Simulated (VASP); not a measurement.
Set up this calculation in VASP 6.6.1, as the native input.

```
Task                   : single point
Functional             : PBEsol
Potentials or basis    : VASP PAW PBE potentials, release 64 (Sc_sv)
Cutoff                 : 520 eV
k mesh                 : 18 × 18 × 18
Occupations            : gaussian, width 0.15 eV
Spin                   : no spin polarisation
Dipole correction      : no
Further INCAR settings : ALGO = Fast; EDIFF = 1e-06; NBANDS = 12
```

The structure of Sc lies in POSCAR:

```
Sc
1.0
    0.0000000000      2.2705000000      2.0888600000
    2.2705000000      0.0000000000      2.0888600000
    2.2705000000      2.2705000000      0.0000000000
Sc
1
Direct
    0.0000000000      0.0000000000      0.0000000000
```

This isn't the form of Sc at room conditions, which is hcp.

The cell isn't the ideal one: strain +0.000 along x and y, -0.080 along z, atoms carried along.

These files were run (other wordings do the same):

INCAR

```
SYSTEM = Sc
  PREC = Accurate
  ENCUT = 520
  EDIFF = 1E-6
  ISMEAR = 0
  SIGMA = 0.15
  LREAL = .False.
  LASPH = .True.
  NELM = 100
  ALGO = Fast
  ISIF = 2
  LWAVE = .False.
  LCHARG = .True.
  GGA = PS
  LELF = .True.
  LVHAR = .True.
  NBANDS = 12
```

KPOINTS

```
regular mesh
0
Gamma
  18 18 18
  0 0 0
```

Potentials or basis: VASP PAW PBE potentials, release 64 (Sc_sv).

Run with:

```sh
$ cat potpaw_PBE.64/Sc_sv/POTCAR > POTCAR
$ mpirun -np 1 vasp_std > vasp.out
```

Results of the run:

```yaml
Pressure: 5.7 GPa
Band_gap_on_the_k_mesh: none (metal or under the smearing width)
```

Caveat: the PAW data sets were made with another functional, which shifts forces and pressure a little.

Wall time 38 s on 1 thread of Intel(R) Xeon(R) 6975P-C (Granite Rapids) (shared host), peak memory 0.23 GiB.
